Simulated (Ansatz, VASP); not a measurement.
CuAu: VASP beside Ansatz

```
Cu Au
1.0
     2.80000    0.00000    0.00000
     0.00000    2.80000    0.00000
     0.00000    0.00000    3.67000
Cu Au
1 1
Cartesian
  1.4000 1.4000 1.8350
  0.0000 0.0000 0.0000
```

Alike in both runs: task relaxation of cell and atoms; functional LDA; k mesh 16 × 16 × 12; occupations gaussian, width 0.1 eV; no spin polarisation.

|  | VASP | Ansatz |
| --- | --- | --- |
| version | VASP 6.6.1 | Ansatz 0.2.0 |
| potentials or method | VASP PAW LDA potentials, release 64 (Cu, Au) | scalar-relativistic, plane waves, PAW |
| plane-wave cutoff (eV) | 600 | 420 |
| valence electrons in the cell | 22 | 38 |

|  | VASP | Ansatz | Ansatz less VASP |
| --- | --- | --- | --- |
| gap on the k mesh at the Fermi level, each at its own relaxed structure (eV) | none | none | - |
| relaxed volume (Å³/atom) | 13.83 | 13.78 | -0.051 |
| relaxed cell length with the largest relative difference (Å) | 3.540 | 3.532 | -0.0074 |
| energy change over the relaxation (meV/atom) | -13 | -16 | -2.5 |

A gap of «none» marks a metal or a gap that the smearing closes. The two sets of potentials don't hold the same shells in valence.

The runs have no spin-orbit coupling, so splittings on Au are missing. Zero-point motion and thermal expansion aren't in these numbers. LDA usually gives volumes a few per cent too small.
